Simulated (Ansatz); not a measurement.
All numbers below come from Ansatz 0.2.0, DFT PBE, scalar-relativistic, plane waves, PAW. Settings: cutoff 420 eV, Γ-centred meshes spaced at most about 0.3 Å⁻¹, and about 0.25 Å⁻¹ or finer for metals (2π included), Gaussian smearing. No spin polarisation.

These are static total energies at zero pressure.

Two forms of MoSe were relaxed alike.

A.

```
CELL_PARAMETERS angstrom
3.14620 0.00000 0.00000
0.00000 3.14620 0.00000
0.00000 0.00000 3.14620
ATOMIC_POSITIONS crystal
Mo 0.00000 0.00000 0.00000
Se 0.50000 0.50000 0.50000
```

B.

```
CELL_PARAMETERS angstrom
1.55067 0.89528 3.92123
-1.55067 0.89528 3.92123
0.00000 -1.79056 3.92123
ATOMIC_POSITIONS crystal
Mo 0.00000 0.00000 0.00000
Se 0.50000 0.50000 0.50000
```

**Question.** Which is lower in energy, and by how much?

**Answer.** A is lower, by 45 meV/atom. A has the caesium chloride type, space group Pm-3m (No. 221), 15.6 Å³/atom and no gap on its mesh; B has Mo and Se ordered on fcc sites, space group R-3m (No. 166), 16.3 Å³/atom and no gap. Counting Se atoms around Mo (those within 1.25 times the shortest such distance or 1.15 times the sum of covalent radii, 1.27 where that leaves under three), A has Mo 8 and B has Mo 6. The denser one is the lower, and pressure would at first widen the difference. Even the lower one lies +0.11 eV/atom against the reference forms of the elements (uncorrected), so neither is stable at this level. Both come from invented guesses. The lowest form computed isn't among them: it has space group P6_3/mmc (No. 194), 16.7 Å³/atom and lies 39 meV/atom below the best shown.

Cells relaxed within their symmetry can be saddle points. Some structure types and database cells were kept out of the candidates from the start, so a known form may be missing.
